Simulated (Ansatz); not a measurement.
Method: DFT PBE, scalar-relativistic, plane waves, PAW (Ansatz 0.2.0). Settings: cutoff 420 eV, Γ-centred meshes spaced at most about 0.3 Å⁻¹, and about 0.25 Å⁻¹ or finer for metals (2π included), Gaussian smearing. No spin polarisation.

All energies are static (0 K, no zero-point motion).

Two relaxed structures of AlRu₅:

A.

Space group P-6m2 (No. 187). a = 2.750 Å, b = 2.750 Å, c = 12.673 Å, α = 90.00°, β = 90.00°, γ = 120.00°
```json
{"atom": "Al", "site": "1a", "symmetry": "-6m2", "x": "0.0000", "y": "0.0000", "z": "0.0000"}
{"atom": "Ru", "site": "2h", "symmetry": "3m.", "x": "0.3333", "y": "0.6667", "z": "0.1650"}
{"atom": "Ru", "site": "2g", "symmetry": "3m.", "x": "0.0000", "y": "0.0000", "z": "0.3323"}
{"atom": "Ru", "site": "1d", "symmetry": "-6m2", "x": "0.3333", "y": "0.6667", "z": "0.5000"}
```

B.

Space group P-62m (No. 189). a = 4.701 Å, b = 4.701 Å, c = 4.352 Å, α = 90.00°, β = 90.00°, γ = 120.00°
```
atom  site  symmetry       x       y       z
  Al    1a      -62m  0.0000  0.0000  0.0000
  Ru    3g       m2m  0.3314  0.0000  0.5000
  Ru    2c      -6..  0.6667  0.3333  0.0000
```

Question: Which placement of the atoms is lower in energy, and by how much?

Answer: A is lower, by 66 meV/atom. The two share one framework of sites and differ in which element sits where. A has Al and Ru ordered on hcp sites, space group P-6m2 (No. 187), 13.8 Å³/atom and no gap on its mesh; B has Al and Ru ordered on hcp sites, space group P-62m (No. 189), 13.9 Å³/atom and no gap. Counting all near atoms (those within 1.25 times the shortest distance at each site), A and B both have Al 12, Ru 12. Both come from invented guesses.

Cells relaxed within their symmetry can be saddle points.
